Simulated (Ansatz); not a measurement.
`CC(C)=[OH+]`, charge 1, multiplicity 1.

(1) Give a relaxed structure at PBE0-D4/def2-TZVP (the Gaussian-basis code of Ansatz). (Estimate.)

Results:

(1) Ansatz gave: 
Cartesian coordinates in Å:
```
C 0.575 1.015 0.793
C 0.318 -0.125 -0.074
C -1.033 -0.542 -0.470
O 1.340 -0.762 -0.483
H 1.635 1.172 0.978
H 0.116 1.904 0.340
H 0.027 0.864 1.733
H -1.799 0.103 -0.048
H -1.205 -1.575 -0.143
H -1.111 -0.536 -1.565
H 1.137 -1.520 -1.061
```
Point group Cs.
This is one stationary point; other conformers may exist.
